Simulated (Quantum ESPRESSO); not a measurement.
The system is Sb.

```
CELL_PARAMETERS angstrom
-1.87134 1.87134 1.87134
1.87134 -1.87134 1.87134
1.87134 1.87134 -1.87134
ATOMIC_POSITIONS crystal
Sb 0.00000 0.00000 0.00000
```

This isn't the form of Sb at room conditions, which is rhombohedral.

| Item | Value |
| --- | --- |
| Program | Quantum ESPRESSO 7.5 |
| Task | single point |
| Functional | PBE |
| Potentials or basis | SSSP 1.3 efficiency PBE |
| Cutoff | 748 eV |
| Density cutoff | 5987 eV |
| k mesh | 10 × 10 × 10 |
| Occupations | fermi-dirac, width 0.05 eV |
| Spin | no spin polarisation |

On this cell: pressure 3.3 GPa; band gap on the k mesh none (metal or under the smearing width).

The same run follows on a disturbed copy (cell strained at random at fixed volume):

```
Sb
1.0
    -1.91168    1.89860    1.91097
     1.86645   -1.92422    1.89137
     1.82583    1.83838   -1.93660
Sb
1
Direct
  0.00668 0.00212 0.01774
```

Question: What changes?

Answer: The energy (extrapolated to zero smearing) moves by +2.8 meV/atom; pressure 3.1 GPa; band gap on the k mesh none (metal or under the smearing width).

Stress tensor (GPa, compression positive):
```
2.87 1.08 0.71
1.08 3.15 0.89
0.71 0.89 3.34
```
